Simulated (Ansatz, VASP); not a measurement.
**Two plane-wave programs on CdF2**

The input INCAR:

```
  ALGO = Normal
  EDIFF = 1E-6
  ENCUT = 520
  GGA = PS
  ISIF = 2
  ISMEAR = 0
  LASPH = T
  LCHARG = F
  LREAL = F
  LWAVE = F
  NBANDS = 20
  NELM = 60
  PREC = Accurate
  SIGMA = 0.05
```

Contents of KPOINTS:

```
k-points
0
Gamma
  8 8 8
```

File POSCAR:

```
CdF2
1.0
    0.0000000000      2.7478800000      2.6940000000
    2.6401200000      0.0000000000      2.6940000000
    2.6401200000      2.7478800000      0.0000000000
Cd F
1 2
Direct
    0.0000000000      0.0000000000      0.0000000000
    0.2500000000      0.2500000000      0.2500000000
    0.7500000000      0.7500000000      0.7500000000
```

Input for Ansatz:

```yaml
crystal:
  lattice:
    - [0.0, 2.74788, 2.694]
    - [2.64012, 0.0, 2.694]
    - [2.64012, 2.74788, 0.0]
  atoms:
    - { symbol: Cd, position: [0.0, 0.0, 0.0] }
    - { symbol: F, position: [0.25, 0.25, 0.25] }
    - { symbol: F, position: [0.75, 0.75, 0.75] }
basis:
  ecutwfc: 420
kpoints:
  mp_grid: { grid: [8, 8, 8] }
hamiltonian:
  xc: pbesol
scf:
  occupations: { method: gaussian, width: 0.05 }
output:
  forces: true
  stress: true
  eigenvalues: true
```

Change from the starting cell: strain -0.0200 x Voigt [1, -1, 0, 0, 0, 0], atoms carried along.

Alike in both runs: task single point; functional PBEsol; k mesh 8 × 8 × 8; occupations gaussian, width 0.05 eV; no spin polarisation.

|  | VASP | Ansatz |
| --- | --- | --- |
| version | VASP 6.6.1 | Ansatz 0.2.0 |
| potentials or method | VASP PAW PBE potentials, release 64 (Cd, F) | scalar-relativistic, plane waves, PAW |
| plane-wave cutoff (eV) | 520 | 420 |
| valence electrons in the cell | 26 | 34 |

|  | VASP | Ansatz | Ansatz less VASP |
| --- | --- | --- | --- |
| gap on the k mesh at the Fermi level (eV) | 2.86 | 2.89 | +0.032 |
| least direct gap on the mesh (eV) | 3.33 | 3.36 | +0.031 |
| pressure (GPa) | 0.6 | -0.2 | -0.78 |
| largest component of the traceless stress (GPa) | 2.21 | 2.25 | +0.036 |

The two sets of potentials don't hold the same shells in valence.

Caveats: the PAW data sets were made with another functional, which shifts forces and pressure a little (VASP). A k mesh can miss the band edges.
